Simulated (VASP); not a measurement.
# Pm (Fm-3m) in VASP: a series of runs

The runs below take Pm through single point, with LDA.

All numbers are computed with VASP 6.6.1; they aren't measurements. Logs are shortened: lines on timing, memory, paths and dates and some standing lists are left out, and cuts for length are marked.

### Step 1. The crystal as given

It takes space group Fm-3m (No. 225, cubic). The conventional cell has a = 5.168 Å, b = 5.168 Å, c = 5.168 Å, α = 90.00°, β = 90.00°, γ = 90.00°. Pm (site symmetry m-3m) has 12 Pm at 3.65 Å as nearest neighbours.

This isn't the form of Pm at room conditions, which is double hcp.

### Step 2. Single point, LDA, collinear spin, ferromagnetic start

The input, INCAR:

```
PREC     = Low            # precision mode
ENCUT    = 450            # plane-wave cutoff, eV
EDIFF    = 1E-6           # SCF threshold, eV
ISMEAR   = -1             # smearing method
SIGMA    = 0.2            # smearing width, eV
LREAL    = F              # projectors in reciprocal space
LASPH    = T              # aspherical terms in the spheres
NELM     = 100            # most SCF steps
ALGO     = Normal         # electronic algorithm
ISIF     = 2              # what is computed and relaxed
LWAVE    = F              # write WAVECAR
LCHARG   = F              # write CHGCAR
ISPIN    = 2              # spin polarisation
MAGMOM   = 4              # initial moments
LORBIT   = 11             # projections on sites
LMAXMIX  = 6              # l up to which the mixer works
GGA      = CA             # functional
NBANDS   = 18             # bands
ADDGRID  = F
```

The input, KPOINTS:

```
Automatic mesh
0
Gamma
  5 5 5
```

The input, POSCAR:

```
Pm
1.0
   -0.0555010000      2.5655700000      2.5293400000
    2.5242190000     -0.0080540000      2.4818930000
    2.6229240000      2.6168280000     -0.1067590000
Pm
1
Direct
    0.0077670000      0.0042080000     -0.0216400000
```

Potentials or basis: VASP PAW PBE potentials, release 64 (Pm).

The run is started by

```sh
$ cat potpaw_PBE.64/Pm/POTCAR > POTCAR
$ mpirun -np 1 vasp_std > vasp.out
```

OUTCAR:

```text
PREC = Low
   ENCUT = 450
   EDIFF = 1E-6
   ISMEAR = -1
   LREAL = F
   LASPH = T
   NELM = 100
   ISIF = 2
   ISPIN = 2
   LORBIT = 11
   GGA = CA

 Found     63 irreducible k-points:

 Following reciprocal coordinates:
            Coordinates               Weight
  0.000000  0.000000  0.000000      1.000000
  0.200000  0.000000  0.000000      2.000000
  0.400000 -0.000000  0.000000      2.000000
  0.000000  0.200000 -0.000000      2.000000
  0.200000  0.200000  0.000000      2.000000
  0.400000  0.200000  0.000000      2.000000
   k-points           NKPTS =     63   k-points in BZ     NKDIM =     63   number of bands    NBANDS=     18
   number of dos      NEDOS =    301   number of ions     NIONS =      1
   total plane-waves  NPLWV =   7200
   dimension x,y,z NGX =    20 NGY =   18 NGZ =   20
   dimension x,y,z NGXF=    24 NGYF=   24 NGZF=   24
   ions per type =               1
   NGX,Y,Z   is equivalent  to a cutoff of   9.23,  8.45,  8.97 a.u.
   NGXF,Y,Z  is equivalent  to a cutoff of  11.07, 11.27, 10.76 a.u.
 SYSTEM =  unknown system
   PREC   = low       normal or accurate (medium, high low for compatibility)
   ISTART =      0    job   : 0-new  1-cont  2-samecut
   ICHARG =      2    charge: 1-file 2-atom 10-const
   ISPIN  =      2    spin polarized calculation?
   LNONCOLLINEAR =      F non collinear calculations
   LSORBIT =      F    spin-orbit coupling
   LASPH  =      T    aspherical Exc in radial PAW
   ENCUT  =  450.0 eV  33.07 Ry    5.75 a.u.   6.23  6.12  6.41*2*pi/ulx,y,z
   NELM   =    100;   NELMIN=  2; NELMDL= -5     # of ELM steps
   EDIFF  = 0.1E-05   stopping-criterion for ELM
[... 19 lines left out ...]
     AMIX_MAG =   1.60;   BMIX_MAG =  1.00
  volume/ion in A,a.u.               =      34.51       232.91
  Fermi-wavevector in a.u.,A,eV,Ry     =   1.240052  2.343359 20.922083  1.537730
  Thomas-Fermi vector in A             =   2.374509
   LORBIT       =     11    0 simple, 1 ext, 2 COOP (PROOUT), +10 PAW based schemes
[... 5 lines left out ...]
   LRPA    =     F    only Hartree local field effects (RPA)
 spin polarized calculation
  energy-cutoff  :      450.00
  volume of cell :       34.51
 maximum number of plane-waves:       757
   NGX = 13   NGY = 13   NGZ = 13

 number of electron      15.0000021 magnetization       5.0806464

 Free energy of the ion-electron system (eV)
  ---------------------------------------------------
  ext. energy  EPLUGINS =         0.00000000
  ---------------------------------------------------
  free energy    TOTEN  =        -8.46495405 eV

  energy without entropy =       -7.53846647  energy(sigma->0) =       -8.00171026

 E-fermi :   5.5647     XC(G=0): -10.0593

 val. band max:        5.5612446975   @ k =   0.4000   0.2000   0.2000
 cond. band min:       5.5651671316   @ k =  -0.0000  -0.2000   0.2000
 fundamental gap:      0.0039224341
 Fermi energy:         5.5646568416

 spin component 1

 k-point     1 :       0.0000    0.0000    0.0000
  band No.  band energies     occupation
      1     -32.8921      1.00000
      2     -12.9624      1.00000
      3     -12.9044      1.00000
      4     -12.8595      1.00000
      5       1.4337      1.00000
      6       5.1116      0.90596
      7       5.2950      0.79387
      8       5.3293      0.76436
      9       5.3608      0.73488
     10       5.5798      0.48109
     11       5.5904      0.46787
     12       5.6126      0.44041
     13       6.8589      0.00154
     14       7.2618      0.00021
     15       7.7125      0.00002
     16       9.6415      0.00000
     17       9.8531      0.00000
     18      14.8908      0.00000

 k-point     2 :       0.2000    0.0000    0.0000
  band No.  band energies     occupation
      1     -32.8534      1.00000
      2     -13.3013      1.00000
      3     -12.9854      1.00000
      4     -12.9123      1.00000
      5       2.4420      1.00000
      6       5.0794      0.91882
      7       5.2716      0.81236
      8       5.3470      0.74809
      9       5.3986      0.69647
     10       5.4523      0.63691
     11       5.4798      0.60457
     12       5.6010      0.45471
     13       6.7175      0.00313
     14       7.2688      0.00020
     15       8.1298      0.00000
     16       9.4776      0.00000
     17       9.6879      0.00000
     18      15.4633      0.00000

 k-point     3 :       0.4000   -0.0000    0.0000
  band No.  band energies     occupation
      1     -32.7900      1.00000
      2     -13.8691      1.00000
      3     -13.0413      1.00000
      4     -12.9941      1.00000
      5       3.5569      0.99996
      6       5.1640      0.88116
      7       5.3127      0.77900
      8       5.3377      0.75672
      9       5.3856      0.71000
     10       5.5107      0.56705
     11       5.5282      0.54545
     12       5.6053      0.44935
     13       6.8372      0.00172
     14       7.0968      0.00047
     15       7.6884      0.00002
     16      10.7747      0.00000
     17      11.3408      0.00000
     18      14.2384      0.00000

 k-point     4 :       0.0000    0.2000   -0.0000
  band No.  band energies     occupation
      1     -32.8475      1.00000
      2     -13.2958      1.00000
      3     -13.0030      1.00000
      4     -12.9500      1.00000
      5       2.4974      1.00000
      6       5.0759      0.92011
      7       5.2908      0.79725
      8       5.3391      0.75545
      9       5.3872      0.70838
     10       5.4382      0.65304
     11       5.4611      0.62666
     12       5.5893      0.46925
     13       6.9033      0.00124
     14       7.3195      0.00015
     15       8.0289      0.00000
     16       9.3472      0.00000
     17       9.5243      0.00000
     18      15.3943      0.00000

 k-point     5 :       0.2000    0.2000    0.0000
  band No.  band energies     occupation
      1     -32.8361      1.00000
      2     -13.2851      1.00000
      3     -13.0670      1.00000
      4     -13.0357      1.00000
      5       2.8301      1.00000
      6       4.9832      0.94819
      7       5.2518      0.82698
      8       5.3781      0.71760
      9       5.3919      0.70346
     10       5.4550      0.63375
     11       5.4652      0.62180
     12       5.4913      0.59063
     13       6.3345      0.02085
     14       8.0847      0.00000
     15       8.3305      0.00000
     16       8.4151      0.00000
     17      10.2193      0.00000
     18      17.3670      0.00000

 k-point     6 :       0.4000    0.2000    0.0000
  band No.  band energies     occupation
      1     -32.7813      1.00000
      2     -13.6803      1.00000
      3     -13.1813      1.00000
      4     -13.1422      1.00000
      5       4.0837      0.99939
      6       5.0622      0.92498
      7       5.1636      0.88137
      8       5.3531      0.74231
      9       5.3978      0.69729
     10       5.4292      0.66316
     11       5.4994      0.58079
     12       5.5131      0.56406
     13       6.0130      0.09606
     14       7.0777      0.00052
     15       8.3718      0.00000
     16      10.5792      0.00000
     17      11.3963      0.00000
     18      15.4562      0.00000

 [... further k-points ...]

 spin component 2

 k-point     1 :       0.0000    0.0000    0.0000
  band No.  band energies     occupation
      1     -30.9375      1.00000
      2     -11.3994      1.00000
      3     -11.3301      1.00000
      4     -11.2784      1.00000
      5       2.1299      1.00000
      6       7.6797      0.00003
      7       7.7519      0.00002
      8       8.0822      0.00000
      9       8.1081      0.00000
     10       8.1306      0.00000
     11       8.1767      0.00000
     12       8.5672      0.00000
     13       8.5807      0.00000
     14       8.5961      0.00000
     15       8.6284      0.00000
     16      10.5474      0.00000
     17      10.7689      0.00000
     18      15.8940      0.00000

 k-point     2 :       0.2000    0.0000    0.0000
  band No.  band energies     occupation
      1     -30.8932      1.00000
      2     -11.7809      1.00000
      3     -11.4234      1.00000
      4     -11.3369      1.00000
      5       3.1716      0.99999
      6       6.9474      0.00099
      7       7.8038      0.00001
      8       7.9905      0.00001
      9       8.1285      0.00000
     10       8.1898      0.00000
     11       8.2725      0.00000
     12       8.4755      0.00000
     13       8.6101      0.00000
     14       8.6839      0.00000
     15       9.1575      0.00000
     16      10.4748      0.00000
     17      10.6831      0.00000
     18      16.2713      0.00000

 k-point     3 :       0.4000   -0.0000    0.0000
  band No.  band energies     occupation
      1     -30.8202      1.00000
      2     -12.4149      1.00000
      3     -11.4856      1.00000
      4     -11.4274      1.00000
      5       4.3019      0.99819
      6       7.4193      0.00009
      7       7.5833      0.00004
      8       7.8577      0.00001
      9       8.1608      0.00000
     10       8.2074      0.00000
     11       8.2823      0.00000
     12       8.5168      0.00000
     13       8.6166      0.00000
     14       8.6649      0.00000
     15       8.7097      0.00000
     16      11.7689      0.00000
     17      12.3766      0.00000
     18      15.1564      0.00000

 k-point     4 :       0.0000    0.2000   -0.0000
  band No.  band energies     occupation
      1     -30.8865      1.00000
      2     -11.7710      1.00000
      3     -11.4440      1.00000
      4     -11.3798      1.00000
      5       3.2226      0.99999
      6       7.0171      0.00070
      7       7.7878      0.00001
      8       8.0197      0.00000
      9       8.1004      0.00000
     10       8.1466      0.00000
     11       8.1941      0.00000
     12       8.5929      0.00000
     13       8.6012      0.00000
     14       8.7360      0.00000
     15       9.1131      0.00000
     16      10.3729      0.00000
     17      10.5392      0.00000
     18      16.1798      0.00000

 k-point     5 :       0.2000    0.2000    0.0000
  band No.  band energies     occupation
      1     -30.8734      1.00000
      2     -11.7616      1.00000
      3     -11.5137      1.00000
      4     -11.4768      1.00000
      5       3.5645      0.99995
      6       6.4812      0.01012
      7       7.6921      0.00002
      8       8.0523      0.00000
      9       8.1213      0.00000
     10       8.2595      0.00000
     11       8.2894      0.00000
     12       8.4309      0.00000
     13       8.4640      0.00000
     14       9.3509      0.00000
     15       9.4890      0.00000
     16       9.5605      0.00000
     17      11.1931      0.00000
     18      18.0866      0.00000

 k-point     6 :       0.4000    0.2000    0.0000
  band No.  band energies     occupation
      1     -30.8105      1.00000
      2     -12.2039      1.00000
      3     -11.6385      1.00000
      4     -11.5981      1.00000
      5       4.8405      0.97394
      6       6.2576      0.03033
      7       7.1370      0.00039
      8       8.0621      0.00000
      9       8.2117      0.00000
     10       8.2451      0.00000
     11       8.3646      0.00000
     12       8.4223      0.00000
     13       8.4959      0.00000
     14       8.7993      0.00000
     15       9.5369      0.00000
     16      11.5883      0.00000
     17      12.4204      0.00000
     18      16.3692      0.00000

 [... further k-points ...]
[... 5 lines left out ...]
  --------------------------------------------------------------------------------------
  -------------------------------------------------------------------------------------
  Total       -0.6459378     -0.6530822     -0.6152438     -0.0639779      0.0895320      0.2329499
  in kB      -29.9851031    -30.3167534    -28.5602559     -2.9699207      4.1561669     10.8137781
  external PRESSURE =     -29.6207041 kB  Pullay stress =       0.0000000 kB

 VOLUME and BASIS-vectors are now :
 -----------------------------------------------------------------------------
  energy-cutoff  :      450.00
  volume of cell :       34.51
      direct lattice vectors                 reciprocal lattice vectors
    -0.055501000  2.565570000  2.529340000    -0.188150331  0.196421533  0.191996440
     2.524219000 -0.008054000  2.481893000     0.199708474 -0.192047705  0.199180755
     2.622924000  2.616828000 -0.106759000     0.185079531  0.188976904 -0.187622612

 POSITION                                       TOTAL-FORCE (eV/Angst)
 -----------------------------------------------------------------------------------
      2.57635      2.58009     -0.07436         0.000000     -0.000000     -0.000000
 -----------------------------------------------------------------------------------
    total drift:                                0.000103      0.000551      0.000031

  FREE ENERGIE OF THE ION-ELECTRON SYSTEM (eV)
  ---------------------------------------------------
  free  energy   TOTEN  =        -8.4649540504 eV

  energy  without entropy=       -7.5384664714  energy(sigma->0) =       -8.00171026

 total charge

# of ion       s       p       d       f       tot
--------------------------------------------------
    1        2.046   5.476   0.497   4.390  12.409

 magnetization (x)

# of ion       s       p       d       f       tot
--------------------------------------------------
    1       -0.001   0.025   0.161   4.373   4.558
```

Run time: 19 s. Hardware: 1 thread of Intel Xeon 6975P-C (Granite Rapids), shared host; peak memory 0.15 GiB.

These settings aren't checked as converged: the numbers below hold their error.

Results:

* Free energy: -8.4650 eV
* Pressure: -3.0 GPa
* Band gap on the k mesh: none (metal or under the smearing width)
* Net moment: 5.08 μB per cell
* Site moments: Pm +4.56 μB
* Valence electrons inside the program's atomic spheres: Pm 12.41

Caveat: the k mesh is coarse (spacing up to 0.43 Å⁻¹), so the values aren't converged; the magnetic or orbital state may not be the lowest; the PAW data sets were made with another functional, which shifts forces and pressure a little; spin-orbit coupling is left out, which moves the levels of the heavy elements.

### Step 3. Single point, LDA, collinear spin, ferromagnetic start

This run uses another cell than the first one, of the same volume but with other edges.

Changes to INCAR since step 2:

```diff
@@ -1,2 +1,2 @@
-PREC     = Low            # precision mode
+PREC     = Normal         # precision mode
 ENCUT    = 450            # plane-wave cutoff, eV
```

KPOINTS is that of step 2.

The input, POSCAR:

```
Pm
1.0
    0.0000000000      2.5841748100      2.5841748100
    2.5841748100      0.0000000000      2.5841748100
    2.5841748100      2.5841748100      0.0000000000
Pm
1
Direct
    0.0000000000      0.0000000000      0.0000000000
```

Potentials or basis: VASP PAW PBE potentials, release 64 (Pm).

The run is started by

```sh
$ cat potpaw_PBE.64/Pm/POTCAR > POTCAR
$ mpirun -np 1 vasp_std > vasp.out
```

It took 5.1 s on 1 thread of Intel Xeon 6975P-C (Granite Rapids), shared host; peak memory 0.13 GiB.

These settings aren't checked as converged: the numbers below hold their error.

What came out:

| Quantity | Value |
| --- | --- |
| Free energy | -8.4735 eV |
| Pressure | -2.6 GPa |
| Band gap on the k mesh | none (metal or under the smearing width) |
| Net moment | 5.08 μB per cell |
| Site moments | Pm +4.56 μB |
| Valence electrons inside the program's atomic spheres | Pm 12.41 |

Caveat: the k mesh is coarse (spacing up to 0.42 Å⁻¹), so the values aren't converged; the magnetic or orbital state may not be the lowest; the PAW data sets were made with another functional, which shifts forces and pressure a little; spin-orbit coupling is left out, which moves the levels of the heavy elements.

(Continued in part 2 of 2.)
